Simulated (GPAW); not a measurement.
# Ge (Cmmm) in GPAW: equation of state

How stiff is Ge in PBE, and what volume does it want? The cell is scaled to several volumes.

All numbers are computed with GPAW 26.7.0; they aren't measurements. Logs are shortened: lines on timing, memory, paths and dates and some standing lists are left out, and cuts for length are marked. The log counts tension as positive stress, the text compression.

**1. Starting point**

It takes space group Cmmm (No. 65, orthorhombic). Conventional cell: a = 2.794 Å, b = 5.201 Å, c = 2.698 Å, α = 90.00°, β = 90.00°, γ = 90.00°. Ge (site symmetry mmm) is surrounded by 8 Ge at 2.70 to 2.95 Å.

This isn't the form of Ge at room conditions, which is diamond.

**2. Equation of state, PBE**

The input, run.py:

```python
from ase.eos import EquationOfState
from ase.io import Trajectory, read
from ase.units import GPa
from gpaw import GPAW, PW

atoms = read('Ge.xyz')

traj = Trajectory('eos.traj', 'w')
volumes, energies = [], []
for x in [0.94, 0.96, 0.98, 1.0, 1.02, 1.04, 1.06]:
    a = atoms.copy()
    a.set_cell(atoms.cell * x**(1 / 3), scale_atoms=True)
    calc = GPAW(mode=PW(600),
                xc='PBE',
                kpts={'size': (11, 11, 10), 'gamma': True},
                occupations={'name': 'fermi-dirac', 'width': 0.05},
                nbands=8,
                convergence={'density': 1e-05, 'energy': 1e-05},
                maxiter=150,
                txt=f'eos-{x:.2f}.txt')
    a.calc = calc
    energies.append(a.get_potential_energy(force_consistent=True))
    volumes.append(a.get_volume())
    p = -a.get_stress()[:3].mean() / GPa
    calc.write(f'eos-{x:.2f}.gpw')
    traj.write(a)
    print(f'{x:.2f} {volumes[-1]:10.4f} A^3 {energies[-1]:14.6f} eV {p:9.3f} GPa', flush=True)

v0, e0, B = EquationOfState(volumes, energies, eos='birchmurnaghan').fit()
print(f'V0 = {v0:.4f} A^3, E0 = {e0:.6f} eV, B0 = {B / GPa:.2f} GPa')
```

The input, Ge.xyz:

```xyz
1
Lattice="1.3971490000 -2.6005160000 0.0000000000 1.3971490000 2.6005160000 0.0000000000 0.0000000000 0.0000000000 2.6982310000" Properties=species:S:1:pos:R:3 pbc="T T T"
Ge     1.3971490000      0.0000000000      0.0000000000
```

Potentials or basis: GPAW PAW data sets (gpaw-data 1.2.1), pw.

Launch:

```console
$ OMP_NUM_THREADS=1 python run.py
```

What it wrote:

```text
__  _  _
 | _ |_)|_||  |
 |__||  | ||/\| - 26.7.0

Input parameters:
  mode=PW(ecut=600.0),
  convergence={'density': 1e-05, 'energy': 1e-05},
  kpts=MonkhorstPack(size=(11, 11, 10), gamma=True),
  maxiter=150,
  nbands=8,
  occupations=Occupations(name='fermi-dirac', width=0.05),
  xc=XC(name='PBE')

Diagonalizing LCAO Hamiltonian
Converting LCAO to pw mode

       Ge

Atoms  # Å, Bohr magnetons
|   | symbol |        x |         y |        z |    initial magnetic moments |
|---|--------|----------|-----------|----------|-----------------------------|
| 0 |     Ge | 1.368628 | -0.000000 | 0.000000 | ( 0.0000,  0.0000,  0.0000) |

Unit cell  # Å
| periodic |        x |         y |        z |  lengths |     angles |
|----------|----------|-----------|----------|----------|------------|
|      yes | 1.368628 | -2.547429 | 0.000000 | 2.891805 |  90.000000 |
|      yes | 1.368628 |  2.547429 | 0.000000 | 2.891805 |  90.000000 |
|      yes | 0.000000 |  0.000000 | 2.643150 | 2.643150 | 123.505425 |

Number of symmetries: 8
Symmetry operations  # r_c * U_cc + t_c -> r_c
|   | kind |            matrix            |
|---|------|------------------------------|
| 0 |  E   |  1, 0, 0,  0, 1, 0,  0, 0, 1 |
| 1 |  σ   |  1, 0, 0,  0, 1, 0,  0, 0,-1 |
| 2 |  σ   |  0, 1, 0,  1, 0, 0,  0, 0, 1 |
| 3 |  C2  |  0, 1, 0,  1, 0, 0,  0, 0,-1 |
| 4 |  σ   |  0,-1, 0, -1, 0, 0,  0, 0, 1 |
| 5 |  C2  |  0,-1, 0, -1, 0, 0,  0, 0,-1 |
| 6 |  C2  | -1, 0, 0,  0,-1, 0,  0, 0, 1 |
| 7 |  i   | -1, 0, 0,  0,-1, 0,  0, 0,-1 |

BZ-sampling:
  Number of BZ points: 1210
  Number of IBZ points: 216

  Monkhorst-Pack size: [11, 11, 10]
  Monkhorst-Pack shift: [0.0, 0.0, 0.05]

K-points  # in reciprocal-cell coordinates
|     |                                coordinates |     weight |
|-----|--------------------------------------------|------------|
|   0 | (  0.00000000,   0.00000000,   0.00000000) | 0.00082645 |
|   1 | (  0.00000000,   0.00000000,   0.10000000) | 0.00165289 |
|   2 | (  0.00000000,   0.00000000,   0.20000000) | 0.00165289 |
|   3 | (  0.00000000,   0.00000000,   0.30000000) | 0.00165289 |
|   4 | (  0.00000000,   0.00000000,   0.40000000) | 0.00165289 |
|   5 | (  0.00000000,   0.00000000,   0.50000000) | 0.00082645 |
|   6 | (  0.09090909,  -0.09090909,   0.00000000) | 0.00165289 |
|   7 | (  0.09090909,  -0.09090909,   0.10000000) | 0.00330579 |
|   8 | (  0.09090909,  -0.09090909,   0.20000000) | 0.00330579 |
|   9 | (  0.09090909,  -0.09090909,   0.30000000) | 0.00330579 |
| ... |                                            |            |
| 215 | (  0.45454545,   0.45454545,   0.50000000) | 0.00165289 |

Plane wave coefficients: 632
Cutoff: 600.0 eV

Spin-components: 1 (collinear spins)
Bands:           8
Projectors:      5
Spin-degeneracy: 2
Datatype:        complex128

Parallelization:
  kpt:    1
  domain: 1
  band:   1

Density:
  Valence electrons: 4.0
  Components: 1
  Grid points: [18 18 15]
  Charge: 0.0  # |e|

Potential:
  Grid points: [18 18 15]

species:
  Ge:
    name:    Germanium
    Z:       32.0
    valence: 4
    core:    28
    charge:  0.0  # [|e|]
    compensation charges:
      type: gauss
      rc: 0.32  # [Å]
      lmax: 2
    cutoffs:
      filter: 1.77  # [Å]
      core: 3.42  # [Å]
    projectors
    | kind |    occ | energy [eV] | rcut [Å] |
    |------|--------|-------------|----------|
    |   4s |  2.000 |     -11.726 |    1.005 |
    |   4p |  2.000 |      -3.896 |    1.005 |
    |    s |        |      15.485 |    1.005 |
    |    p |        |      23.315 |    1.005 |
    |    d |        |       0.000 |    1.005 |

    Using partial waves for Ge as LCAO basis

Reference energy: -57097.637853  # eV

eigensolver:
  PPCG
  Converge bands: occupied
  niter=2

density mixing:
  MSR1-Mixer
  Pratt-step length: 0.05
  Maximum mixing coefficient: 0.75
  Old densities: 10
  SVD Regularization: 0.005
  Good broyden scale: 1.0
  Trust region scale: 1.0
  Backstep threshold: 4.0
  History deletion threshold: 6.0
  Fourier metric: weight=20.0, sigma=0.015

occupation numbers:
  Fermi-Dirac:
    width: 0.0500  # eV

poisson solver:
  ecut: 4800.0  # eV

xc functional:
  name: PBE with 2 nearest neighbor stencil

convergence criteria:
- Maximum integral of absolute [dens]ity change: 1e-05 electrons / valence electron
- Maximum [total energy] change in last 3 cyles: 1e-05 eV / valence electron
- Maximum integral of absolute [eigenst]ate change: 4e-08 eV^2 / valence electron
maximum number of iterations: 150

SCF iterations
|iter     | |      energy | eigst |  dens |
|---------|-|-------------|-------|-------|
|iter:   1| |   -4.269301 | -0.71 |       |
|iter:   2| |   -4.269175 | -3.19 | -1.21 |
|iter:   3| |   -4.265473 | -3.56 | -1.23 |
|iter:   4| |   -4.265487 | -4.41 | -1.76 |
|iter:   5| |   -4.265484c| -5.58 | -2.65 |
|iter:   6| |   -4.265483c| -7.64c| -3.86 |
|iter:   7| |   -4.265483c| -8.03c| -4.49 |
|iter:   8| |   -4.265483c| -8.86c| -5.21c|

Converged in 8 steps
Energy contributions relative to reference atoms: (reference = -57097.637853)

Energy contributions:
  Kinetic:           9.757122
  Coulomb:          -8.526594
  Zero:             -0.002064
  External:          0.000000
  Xc:               -5.492104
  Entropy:          -0.003687
  Spinorbit:         0.000000
  ----------------------------
  Free energy:      -4.267327
  Extrapolated:     -4.265483

dipole moment: (0.000085, -0.000000, -8.641435)  # |e|*Ang

Fermi level: 8.061
Eigenvalues  # (at kpt = [0.000, 0.000, 0.000])
| band index |      eig [eV] | occ [0-2] |
|------------|---------------|-----------|
|          0 |        -5.278 |     2.000 |
|          1 |        15.137 |     0.000 |
|          2 |        15.702 |     0.000 |
|          3 |        17.329 |     0.000 |
|          4 |        18.350 |     0.000 |
|          5 |        20.772 |     0.000 |
|          6 |        23.079 |     0.000 |
|          7 |        23.643 |     0.000 |

No gap
No difference between direct/indirect transitions

Stress tensor  # eV/Ang^3
|         x |         y |         z |
|-----------|-----------|-----------|
| -0.034136 |  0.000000 |  0.000000 |
|  0.000000 | -0.009970 |  0.000000 |
|  0.000000 |  0.000000 | -0.025829 |

# Writing to eos-0.94.gpw (mode='')
```

It took 94 s on 1 thread of Arm Neoverse V2, shared host; peak memory 0.18 GiB.

Results:

| Property | Result |
| --- | --- |
| Equilibrium volume | 19.38 Å³/atom |
| Bulk modulus at fixed shape and positions | 67 GPa |
| Pressure derivative of the bulk modulus | 4.6 |

Energy against volume, from the lowest point:
```
volume (Å³/atom)  energy (meV/atom)
          18.431              10.38
          18.823               3.24
          19.215               0.00
          19.607               0.25
          19.999               3.62
          20.391               9.78
          20.783              18.42
```

Caveat: the cell was scaled at fixed shape and fractional positions, which overstates the stiffness of a crystal with free parameters, most of all of layers and chains.
